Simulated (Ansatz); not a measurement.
# Te2Mo: response to a stretch of c alone

One table from this session's results is given with a row withheld; the runs are named, their logs left out.

Method: DFT r2SCAN, scalar-relativistic, plane waves, PAW, in Ansatz 0.2.0.

2 further runs of the same task are left out: 2 set aside as unsound or not needed.

**The starting structure**

The structure is hexagonal, space group P6_3/mmc (No. 194). The conventional cell has a = 3.563 Å, b = 3.563 Å, c = 14.732 Å, α = 90.00°, β = 90.00°, γ = 120.00°. Around Te (site symmetry 3m) lie 3 Mo at 2.73 Å. Mo (site symmetry -6m2) is surrounded by 6 Te at 2.73 Å.

Structure file:

```
CELL_PARAMETERS angstrom
3.56325 0.00000 0.00000
-1.78163 3.08587 0.00000
0.00000 0.00000 14.73189
ATOMIC_POSITIONS crystal
Te 0.33333 0.66667 0.62852
Te 0.66667 0.33333 0.12852
Te 0.66667 0.33333 0.37148
Te 0.33333 0.66667 0.87148
Mo 0.33333 0.66667 0.25000
Mo 0.66667 0.33333 0.75000
```

It goes back to an entry of the Materials Project.

This cell was relaxed beforehand with the same method: volume 27.00 Å³/atom, gap on the mesh 1.06 eV.

Set-up of the first run:

The input, input.yaml:

```yaml
crystal:
  lattice:
    - [3.5632533183, 0.0, 0.0]
    - [-1.7816266592, 3.0858678938, 0.0]
    - [0.0, 0.0, 14.73188608]
  atoms:
    - { symbol: Te, position: [0.3333333333, 0.6666666667, 0.628517547] }
    - { symbol: Te, position: [0.6666666667, 0.3333333333, 0.128517547] }
    - { symbol: Te, position: [0.6666666667, 0.3333333333, 0.371482453] }
    - { symbol: Te, position: [0.3333333333, 0.6666666667, 0.871482453] }
    - { symbol: Mo, position: [0.3333333333, 0.6666666667, 0.25] }
    - { symbol: Mo, position: [0.6666666667, 0.3333333333, 0.75] }
basis:
  ecutwfc: 500
kpoints:
  mp_grid: { grid: [12, 12, 2] }
hamiltonian:
  xc: r2scan
scf:
  occupations: { method: gaussian, width: 0.02 }
output:
  forces: true
  stress: true
  eigenvalues: true
```

Run with:

```
$ ansatz run input.yaml --threads 1 --pin off --max-ram 2560MiB --backend cpu --events-out ev --progress --plain --runs-dir out
```

Among the steps run: Zero strain; Band edges over the zone; At -2.0 %; Seeking the band edges at -2.0 %; At +2.0 %; Band edges over the zone at +2.0 %; At -4.0 %; Seeking the band edges at -4.0 %; The cell strained by +4.0 %; The gap over the whole zone at +4.0 %.

One table of the session follows, with a row left open; its other results are not shown here.

```
strain (%)  ΔE (meV/atom)   c (Å)
      -4.0            3.7  14.143
      -2.0            0.8  14.437
      +0.0            0.0  14.732
      +2.0              ?       ?
      +4.0            1.9  15.321
```

**Question.** Estimate the row for strain (%) = +2.0.

Worked estimate for «ΔE (meV/atom)». A straight line through the neighbours (0.0, 0.0) and (4.0, 1.9) gives 0.0 + (1.9 − 0.0) × (2.0 − 0.0) / (4.0 − 0.0) = 0.9; a parabola fitted to 3 rows on both sides gives 0.4.

The run gave: ΔE (meV/atom): 0.5; c (Å): 15.027. In «ΔE (meV/atom)» the line misses by +0.4 and the parabola by -0.1.

ΔE is over the unstrained cell. Stress in GPa, positive in compression, on the Cartesian axes of the input. Gaps are Kohn-Sham gaps over the whole zone (d direct, i indirect).

Caveats from the session: The gap runs from 0.86 eV at -4.0 % through 1.05 to 1.08 eV at +4.0 %. Spin-orbit coupling is left out, which matters for the bands of Te. Layers here are held mostly by dispersion, which this level lacks, so their spacing and the stiffness across them are unreliable there. Warnings in the runs' records: stress scf threshold loose.
